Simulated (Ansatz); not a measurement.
The system is KI.

```
I K
1.0
     0.00000    3.53277    3.53277
     3.53277    0.00000    3.53277
     3.53277    3.53277    0.00000
I K
1 1
Direct
  0.50000 0.50000 0.50000
  0.00000 0.00000 0.00000
```

Base run:

* Program: Ansatz 0.2.0
* Functional: PBE
* Potentials or basis: all-electron LAPW, scalar-relativistic
* Cutoff: 116 eV
* Density cutoff: 463 eV
* Basis error allowed: 0.001 eV/atom
* k mesh: 7 × 7 × 7
* Occupations: fermi-dirac, width 0.05 eV
* Spin: no spin polarisation

Its results: band gap on the k mesh 3.97 eV, direct; pressure 0.6 GPa.

Q: The run is repeated on the same cell with these changes: functional from PBE to PBEsol. What comes out?

A: Band gap on the k mesh 3.82 eV, direct; pressure -0.3 GPa.

PBEsol binds more tightly than PBE, so the same cell stands under less pressure.

Caveats: spin-orbit coupling is left out, which moves the levels of the heavy elements.

Not every run made on this cell is shown here.
